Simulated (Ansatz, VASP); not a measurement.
## One calculation of TaSi3, two programs

```xyz
4
Lattice="3.8915 0.0000 0.0000 0.0000 3.8915 0.0000 0.0000 0.0000 3.8915" Properties=species:S:1:pos:R:3 pbc="T T T"
Ta    1.9458    1.9458    1.9458
Si    1.9458    0.0000    0.0000
Si    0.0000    1.9458    0.0000
Si    0.0000    0.0000    1.9458
```

Change from the starting cell: species swapped into the LiIn3 type (Pm-3m, No. 221).

Alike in both runs: functional PBE; k mesh 4 × 4 × 4; occupations gaussian, width 0.1 eV; no spin polarisation.

Ansatz relaxed the structure, and its values are those at the end. VASP's run is a single point on that final structure, the one shown.

```csv
,VASP,Ansatz
version,VASP 6.6.1,Ansatz 0.2.0
potentials or method,"VASP PAW PBE potentials, release 64 (Ta_pv, Si)","scalar-relativistic, plane waves, PAW"
plane-wave cutoff (eV),520,420
valence electrons in the cell,23,25
```

Ansatz gave:

| Quantity | Value |
| --- | --- |
| gap on the k mesh at the Fermi level (eV) | none |
| pressure (GPa) | -0.2 |

**Question.** Which values does VASP return?

**Answer.** gap on the k mesh at the Fermi level (eV): none; pressure (GPa): -0.1.

A gap of «none» marks a metal or a gap that the smearing closes. The two sets of potentials don't hold the same shells in valence.

Caveats: the k mesh is coarse (spacing up to 0.40 Å⁻¹), so the values aren't converged. The runs have no spin-orbit coupling, so splittings on Ta are missing.
